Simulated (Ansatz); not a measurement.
GeO2 (rutile, P4_2/mnm), PBE in the plane-wave PAW code Ansatz. The conduction-band minimum lies at Γ, with 1 equivalent valley. Second derivatives d²E/dk² of the lowest band at one valley (eV·Å²), along Cartesian directions:

```tsv
direction	d²E/dk²
[100]	34.62
[010]	34.62
[001]	40.52
[110]	34.62
[101]	37.57
[011]	37.57
```

Question: Find the principal effective masses, the density-of-states mass and the conductivity mass.

Answer: Off-diagonal terms follow from H_xy = H[110] − (H_xx + H_yy)/2, and m*/mₑ = 7.620 eV·Å² over each eigenvalue: 0.19, 0.22, 0.22. One valley's DOS mass (m₁m₂m₃)^(1/3) = 0.21, conductivity mass 3/(Σ 1/mᵢ) = 0.21 mₑ.

Question: What effective density of states Nc follows at 300 K for parabolic valleys?

Answer: Nc = 2.509e19 × 1 × (0.21)^(3/2) ≈ 2.4e18 cm⁻³.

The cell was relaxed with PBE under the symmetry of its start. Spin–orbit coupling is left out wherever it is not named.

Potentials: the earlier of the program's two PAW sets.

Edges and masses are those of Kohn–Sham bands, whose gap is no quasiparticle gap.
